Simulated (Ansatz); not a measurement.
Space group Im-3m (No. 229). a = 3.432 Å, b = 3.432 Å, c = 3.432 Å, α = 90.00°, β = 90.00°, γ = 90.00°
```csv
atom,site,symmetry,x,y,z
Li,2a,m-3m,0.0000,0.0000,0.0000
```

Equation of state of this Li structure (not necessarily the ground state), with shape and atoms relaxed at each volume where symmetry leaves them free. It has no gap at any of these volumes. Theory: DFT PBE, scalar-relativistic, plane waves, PAW (Ansatz).

Plane waves to 420 eV, a k mesh through Γ of 16×16×16 on the computed 1-atom cell and Gaussian smearing (0.10 eV); no spin polarisation.

| V (Å³/atom) | E − E(largest V) (meV/atom) | P (GPa) |
| --- | --- | --- |
| 18.993 | 1.19 | 1.01 |
| 19.599 | -1.62 | 0.49 |
| 20.205 | -2.62 | 0.04 |
| 20.811 | -2.01 | -0.35 |
| 21.418 | 0.00 | -0.70 |

Q: Fit a third-order Birch–Murnaghan equation to E(V).

A: V0 = 20.27 Å³/atom, B0 = 14 GPa, B0' = 3.4.